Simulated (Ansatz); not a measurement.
# Nb (Im-3m) in Ansatz: convergence with dr2 threshold

Aim: find how far dr2 threshold must go before the results for Nb settle, at PBE. This setting moves, with any that are tied to it; all else stays.

Everything below comes from runs of Ansatz 0.2.0. Logs are shortened: lines on timing, memory, paths and dates and some standing lists are left out, and cuts for length are marked.

**1. The structure**

Symmetry: Im-3m, No. 229, cubic system. The conventional cell has a = 3.328 Å, b = 3.328 Å, c = 3.328 Å, α = 90.00°, β = 90.00°, γ = 90.00°. Nb (site symmetry m-3m) has 8 Nb at 2.88 Å as nearest neighbours.

**2. With dr2 threshold 0.001**

The input, input.yaml:

```yaml
crystal:
  lattice:
    - [-1.66395, 1.66395, 1.66395]
    - [1.66395, -1.66395, 1.66395]
    - [1.66395, 1.66395, -1.66395]
  atoms:
    - { symbol: Nb, position: [0.0, 0.0, 0.0] }
kpoints:
  mp_grid: { grid: [11, 11, 11] }
scf:
  occupations: { method: fermi_dirac, width: 0.05 }
  convergence: { dr2_threshold: 0.001 }
hamiltonian:
  xc: pbe
  pseudopotentials: { kind: all_electron, lapw: { basis_error: 0.001 } }
output:
  forces: true
  stress: true
  eigenvalues: true
```

Potentials or basis: all-electron LAPW, scalar-relativistic.

Run with:

```sh
> ansatz run input.yaml --threads 1 --pin off --max-ram 3072MiB --backend cpu --events-out ev --progress --plain --runs-dir out
```

What it wrote:

```text
Warning: scf.convergence.dr2_threshold = 1e-3 eV is looser than this run's default, which is 1e-7 eV or tighter. The error in the forces grows as the threshold's square root, so leave the key out unless less accurate forces are enough
Warning: output.stress: scf.convergence.dr2_threshold = 1e-3 eV is looser than the 1e-7 eV advised for a printed stress on datasets or a basis made for the crystal, by an estimate of what a threshold leaves in their stress. Set scf.convergence.dr2_threshold to 1e-7 eV or tighter
Warning: RAYON_NUM_THREADS=1 ignored (pool sized by the plan → 1); use --threads N
LAPW: plane waves up to 7.546 Å⁻¹, error target 1.0e-3 eV per atom; small_component_spin mean_spin; Nb in spheres of 1.441 Å, 29 of its electrons in bands, Dirac shells [] (how accurate: hamiltonian.pseudopotentials.lapw.basis_error, Limitations)
Engine: ansatz 0.2.0, x86_64-unknown-linux-gnu
Pseudopotentials: kind: all_electron
Pseudopotential: Nb, LAPW, valence charge 29, lapw/all_electron/scalar/gaussian/Nb, Koelling and Harmon's equation, gaussian nucleus
Functional definition: PBE
  parameter kappa = 0.804
  parameter beta = 0.06672455060314922
  exchange = pbe_x(kappa = kappa, mu = beta*pi^2/3)
  correlation = pbe_c(beta = beta)
Crystal: 1 atoms, lattice volume = 18.428 Å³
Basis set: ecut = 216.95130980514023 eV, 135 PW (Γ), exchange–correlation at level 2
Bands: 19, of which v1, the nominal top of the filled ones, is band 15 counted from 1 (14 counted from 0)
Symmetry: 48 space group operations
Space group: Im-3m (ITA 229), of the structure as read, at distance tolerance 2.6e-5 Å
k-points: 56 of 1331
Non-local potential: Nb, projectors of the file, none
Initial density: superposition of atomic densities (chi_scale 0.1, normalization cell)
Initial wavefunctions: plane waves of lowest kinetic energy (no species holds an atomic orbital)
Functional: x = pbe(κ = 0.804, μ = 0.2195149727645171), c = pbe(β = 0.06672455060314922)
iter 1 solved again at ethr=8.05e-4 eV; its pass at ethr=1.00e-1 eV (dr2=2.33e-1 eV) is discarded
SCF iter   1: F=—  HF=-103946.179585 eV  |F-HF|=—  |Δ(HF+E_count)|=         —  Δρ=4.22e-2  dr2=2.35e-1  ethr=8.05e-4  ⟨swp⟩=2.6  Hψ=6542  notcnv=0
preconditioner: auto → none  [insulator: Δε(μ)=0.110 eV  Ē_g=7.725 eV  σ=0.050 eV  W_gap=0.50  n_scr=12 (ndim 8)  ℏωp=19.3 eV  f_vac=0.000  D(μ)=0.96/eV (n_scr^D=12)  ε∞_Penn≈7.3]
iter 2 solved again at ethr=4.30e-5 eV; its pass at ethr=8.05e-4 eV (dr2=1.25e-2 eV) is discarded
SCF iter   2: F=—  HF=-103945.723660 eV  |F-HF|=—  |Δ(HF+E_count)|=   4.56e-1  Δρ=1.08e-2  dr2=1.25e-2  ethr=4.30e-5  ⟨swp⟩=2.0  Hψ=5389  notcnv=0
SCF iter   3: F=—  HF=-103945.715805 eV  |F-HF|=—  |Δ(HF+E_count)|=         —  Δρ=3.80e-3  dr2=1.37e-3  ethr=4.30e-5  ⟨swp⟩=2.0  Hψ=3063  notcnv=0
the basis was enlarged: its passes take 266.9 KiB over the memory plan, 1 of 1 planned eigensolver slots
SCF iter   4: F=-103945.716037 eV  HF=-103945.716020 eV  |F-HF|=1.70e-5  |Δ(HF+E_count)|=   2.15e-4  Δρ=5.08e-4  dr2=2.08e-5  ethr=4.74e-6  ⟨swp⟩=2.0  Hψ=3066  notcnv=0
SCF 1 converged in 4 iterations: F = -103945.716037 eV  dr2 = 2.08e-5
SCF converged after 4 iterations
Free energy (F): -103945.716037 eV
Harris-Foulkes:  -103945.716020 eV  (|F-HF|=1.70e-5)
Internal energy: -103945.701310 eV  (E = F + TS)
E sigma→0 (E₀):  -103945.708673 eV
Entropy (-TS):   -0.014726 eV (-14.726 meV/atom)
Fermi energy:    19.377467 eV
--- Per-component energies (eV) ---
  E_band       = -3712.225542
  E_kinetic    = 107540.266800
  E_xc         = -3239.847671
  E_electrostatic = -208246.120440  (all electrons and nuclei)
  E_smearing   = -0.014726  (= −TS)
  E_closure    = 0.000000  (closes the sum)
  E_atoms      = -103935.548123  (free atoms, spherical and without spin; not in F)
  Σ components = -103945.716037   (vs F -103945.716037, Δ=0.00e0)
  Basis errors (estimates in eV, not in F): energy 2.3e-4 per atom: plane waves 1.9e-4 (1.0e-4 summed), levels above the bands 7.1e-86, relativity 6.2e-8, radial functions 4.1e-5, core shells 9.4e-8; eigenvalues (radial functions only) 2.9e-6; not estimated: angular momenta, meshes, grids; target (lapw.basis_error) 1.0e-3; muffin-tin radii Nb 1.441 Å
--- Forces (eV/Å), atoms counted from 1 ---
  atom   1  Nb    -0.00000000    -0.00000000     0.00000000
  max |Σ_I F_I| component: 1.28e-30 eV/Å
--- Stress (GPa, compression-positive) ---
       -1.990833       0.000000      -0.000000
        0.000000      -1.990833       0.000000
       -0.000000       0.000000      -1.990833
  P = ⅓ Tr σ = -1.9908 GPa (-19.908 kbar)
--- Band table (eV; the first three rows and the last of 56) ---
  k-point 0: bands = ["-323.1331", "-323.1331", "-323.1331", "-172.7225", "-172.7225", "-172.7082", "-172.7082", "-172.7082", "-34.9671", "-10.3241", "-10.3241", "-10.3241", "13.5478", "19.7793", "19.7793", "19.7793", "22.6130", "22.6130", "33.4885"]
  k-point 1: bands = ["-323.1331", "-323.1331", "-323.1331", "-172.7225", "-172.7225", "-172.7082", "-172.7082", "-172.7082", "-34.9496", "-10.4316", "-10.3570", "-10.3249", "13.8751", "19.5814", "19.7242", "20.0949", "22.3344", "22.6161", "33.7403"]
  k-point 2: bands = ["-323.1331", "-323.1331", "-323.1331", "-172.7225", "-172.7225", "-172.7082", "-172.7082", "-172.7082", "-34.9024", "-10.7131", "-10.4442", "-10.3272", "14.7325", "19.0977", "19.4718", "21.0093", "22.0300", "22.6617", "34.0397"]
  k-point 55: bands = ["-323.1331", "-323.1331", "-323.1331", "-172.7225", "-172.7225", "-172.7082", "-172.7082", "-172.7082", "-34.5908", "-11.1933", "-11.1736", "-11.1736", "15.9073", "15.9578", "24.2696", "24.2696", "24.7021", "27.8526", "29.0587"]
```

Run time: 5.5 s. Hardware: 1 thread of Intel Xeon at 2.70GHz, shared host; peak memory 0.27 GiB.

Results:

- Free energy: -103945.7160 eV
- Pressure: -2.0 GPa
- Band gap on the k mesh: none (metal or under the smearing width)

**3. With dr2 threshold 0.0001**

input.yaml, as its differences from that of step 2:

```diff
@@ -11,3 +11,3 @@
   occupations: { method: fermi_dirac, width: 0.05 }
-  convergence: { dr2_threshold: 0.001 }
+  convergence: { dr2_threshold: 0.0001 }
 hamiltonian:
```

Potentials or basis: all-electron LAPW, scalar-relativistic.

Run with:

```sh
> ansatz run input.yaml --threads 1 --pin off --max-ram 3072MiB --backend cpu --events-out ev --progress --plain --runs-dir out
```

Run time: 4 s. Hardware: 1 thread of Intel Xeon at 2.70GHz, shared host; peak memory 0.27 GiB.

Results:

| Quantity | Value |
| --- | --- |
| Free energy | -103945.7160 eV |
| Pressure | -2.0 GPa |
| Band gap on the k mesh | none (metal or under the smearing width) |

**4. With dr2 threshold 1e-05**

input.yaml, as its differences from that of step 3:

```diff
@@ -11,3 +11,3 @@
   occupations: { method: fermi_dirac, width: 0.05 }
-  convergence: { dr2_threshold: 0.0001 }
+  convergence: { dr2_threshold: 1.0e-05 }
 hamiltonian:
```

Run with:

```sh
> ansatz run input.yaml --threads 1 --pin off --max-ram 3072MiB --backend cpu --events-out ev --progress --plain --runs-dir out
```

Wall time 4.2 s (1 thread of Intel Xeon at 2.70GHz, shared host); peak memory 0.27 GiB.

Results:

```yaml
Free_energy: -103945.7160 eV
Pressure: -2.0 GPa
Band_gap_on_the_k_mesh: none (metal or under the smearing width)
```

**5. With dr2 threshold 1e-06**

input.yaml, as its differences from that of step 4:

```diff
@@ -11,3 +11,3 @@
   occupations: { method: fermi_dirac, width: 0.05 }
-  convergence: { dr2_threshold: 1.0e-05 }
+  convergence: { dr2_threshold: 1.0e-06 }
 hamiltonian:
```

Run with:

```sh
> ansatz run input.yaml --threads 1 --pin off --max-ram 3072MiB --backend cpu --events-out ev --progress --plain --runs-dir out
```

Run time: 6.4 s. Hardware: 1 thread of Intel Xeon at 2.70GHz, shared host; peak memory 0.27 GiB.

Results:

```
Free energy            : -103945.7160 eV
Pressure               : -2.0 GPa
Band gap on the k mesh : none (metal or under the smearing width)
```

**6. With dr2 threshold 1e-07**

input.yaml, as its differences from that of step 5:

```diff
@@ -11,3 +11,3 @@
   occupations: { method: fermi_dirac, width: 0.05 }
-  convergence: { dr2_threshold: 1.0e-06 }
+  convergence: { dr2_threshold: 1.0e-07 }
 hamiltonian:
```

Potentials or basis: all-electron LAPW, scalar-relativistic.

Run with:

```sh
> ansatz run input.yaml --threads 1 --pin off --max-ram 3072MiB --backend cpu --events-out ev --progress --plain --runs-dir out
```

It took 7 s on 1 thread of Intel Xeon at 2.70GHz, shared host; peak memory 0.27 GiB.

Results:

| Property | Result |
| --- | --- |
| Free energy | -103945.7160 eV |
| Pressure | -2.0 GPa |
| Band gap on the k mesh | none (metal or under the smearing width) |

**7. With dr2 threshold 1e-08**

input.yaml, as its differences from that of step 6:

```diff
@@ -11,3 +11,3 @@
   occupations: { method: fermi_dirac, width: 0.05 }
-  convergence: { dr2_threshold: 1.0e-07 }
+  convergence: { dr2_threshold: 1.0e-08 }
 hamiltonian:
```

Run with:

```sh
> ansatz run input.yaml --threads 1 --pin off --max-ram 3072MiB --backend cpu --events-out ev --progress --plain --runs-dir out
```

Run time: 3.9 s. Hardware: 1 thread of Intel Xeon at 2.70GHz, shared host; peak memory 0.27 GiB.

Results (log left out):

| Item | Value |
| --- | --- |
| Free energy | -103945.7160 eV |
| Pressure | -2.0 GPa |
| Band gap on the k mesh | none (metal or under the smearing width) |

**8. With dr2 threshold 1e-10**

input.yaml, as its differences from that of step 7:

```diff
@@ -11,3 +11,3 @@
   occupations: { method: fermi_dirac, width: 0.05 }
-  convergence: { dr2_threshold: 1.0e-08 }
+  convergence: { dr2_threshold: 1.0e-10 }
 hamiltonian:
```

Run with:

```sh
> ansatz run input.yaml --threads 1 --pin off --max-ram 3072MiB --backend cpu --events-out ev --progress --plain --runs-dir out
```

Wall time 4.1 s (1 thread of Intel Xeon at 2.70GHz, shared host); peak memory 0.27 GiB.

Results (log left out):

```yaml
Free_energy: -103945.7160 eV
Pressure: -2.0 GPa
Band_gap_on_the_k_mesh: none (metal or under the smearing width)
```

**9. The series at a glance**

```tsv
dr2 threshold	energy less the tightest run, at zero smearing (meV/atom)	SCF cycles	CPU time (s)	peak memory (GiB)
0.001	0.01	4	4.9	0.27
0.0001	0.00	5	4	0.27
1e-05	0.00	5	4.2	0.27
1e-06	0.00	5	6.3	0.27
1e-07	0.00	6	6.9	0.27
1e-08	0.00	6	3.9	0.27
1e-10	0.00	7	4	0.27
```

Against the tightest run, the energy stays within 1 meV/atom from 0.001 on. The tightest run that finished is the yardstick and may itself not be fully converged.
